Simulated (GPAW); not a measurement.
Input of a GPAW 26.7.0 run:

The input run.py:

```python
from ase import Atoms
from ase.dft.bandgap import bandgap
from ase.io import write
from ase.units import Bohr, GPa
from gpaw import GPAW, PW, setup_paths
from gpaw.elf import elf_from_dft_calculation

setup_paths.insert(0, '.')

atoms = Atoms(['Hf', 'Hf', 'O', 'O', 'O', 'O'],
              cell=[[3.55801933, 0.0, 0.0],
                    [0.0, 3.55801933, 0.0],
                    [0.0, 0.0, 5.17186121]],
              scaled_positions=[[0.0, 0.0, 0.0],
                                [0.5, 0.5, 0.5],
                                [0.0, 0.5, 0.19720788],
                                [0.5, 0.0, 0.30279212],
                                [0.5, 0.0, 0.80279212],
                                [0.0, 0.5, 0.69720788]],
              pbc=True)

calc = GPAW(mode=PW(800),
            xc='PBEsol',
            kpts={'size': (8, 8, 5), 'gamma': True},
            occupations={'name': 'fermi-dirac', 'width': 0.05},
            nbands=43,
            convergence={'density': 1e-05, 'energy': 1e-05},
            maxiter=150,
            txt='gpaw.txt')
atoms.calc = calc
energy = atoms.get_potential_energy()
forces = atoms.get_forces()
stress = atoms.get_stress()
calc.write('gs.gpw')
write('result.traj', atoms)
print(f'Energy: {energy:.6f} eV')
print('Forces (eV/A):')
print(forces.round(4))
print('Stress (GPa):', (stress / GPa).round(3))
print('Fermi level:', round(calc.get_fermi_level(), 4), 'eV')
print(f'Gap: {bandgap(calc)[0]:.4f} eV, direct: {bandgap(calc, direct=True)[0]:.4f} eV')

# fields on the real-space grid
write('density.cube', atoms, data=calc.get_pseudo_density() * Bohr**3)
write('potential.cube', atoms, data=calc.get_electrostatic_potential())
write('elf.cube', atoms, data=elf_from_dft_calculation(calc).data)
```

Potentials or basis: PAW data sets generated in the run's folder for this functional, pw.

Command:

```console
$ gpaw-setup -f PBEsol Hf O
$ OMP_NUM_THREADS=1 python run.py
```

Question: What does it give for the pressure?

Answer: 2.4 GPa.

Question: Predict the largest force.

Answer: 0.208 eV/Å.

Forces on the atoms (eV/Å):
```
Hf   0.000  0.000  0.000
Hf   0.000  0.000  0.000
O    0.000  0.000  0.208
O    0.000  0.000 -0.208
O    0.000  0.000 -0.208
O    0.000  0.000  0.208
```

Caveat: spin-orbit coupling is left out, which moves the levels of the heavy elements; an odd mesh through Γ misses points on the zone boundary, where band edges often lie.
